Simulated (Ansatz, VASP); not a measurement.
# One calculation of Pd, two programs

```xyz
5
Lattice="5.2257 0.0000 0.0000 -2.6128 4.5256 0.0000 0.0000 0.0000 4.4577" Properties=species:S:1:pos:R:3 pbc="T T T"
Pd   -1.3064    2.2628    2.2289
Pd    2.6128    0.0000    2.2289
Pd    1.3064    2.2628    2.2289
Pd    0.0000    3.0170    0.0000
Pd    2.6128    1.5085    0.0000
```

Alike in both runs: functional PBE; k mesh 9 × 9 × 8; occupations gaussian, width 0.1 eV; no spin polarisation.

Ansatz relaxed the structure, and its values are those at the end. VASP's run is a single point on that final structure, the one shown.

```csv
,VASP,Ansatz
version,VASP 6.6.1,Ansatz 0.2.0
potentials or method,"VASP PAW PBE potentials, release 64 (Pd)","scalar-relativistic, plane waves, PAW"
plane-wave cutoff (eV),520,420
valence electrons in the cell,50,90
```

```csv
,VASP,Ansatz,Ansatz less VASP
gap on the k mesh at the Fermi level (eV),none,none,-
pressure (GPa),-0.3,0.0,+0.25
```

A gap of «none» marks a metal or a gap that the smearing closes. The functional is the same, so the differences come from potentials, cutoffs and numerics. The two sets of potentials don't hold the same shells in valence.
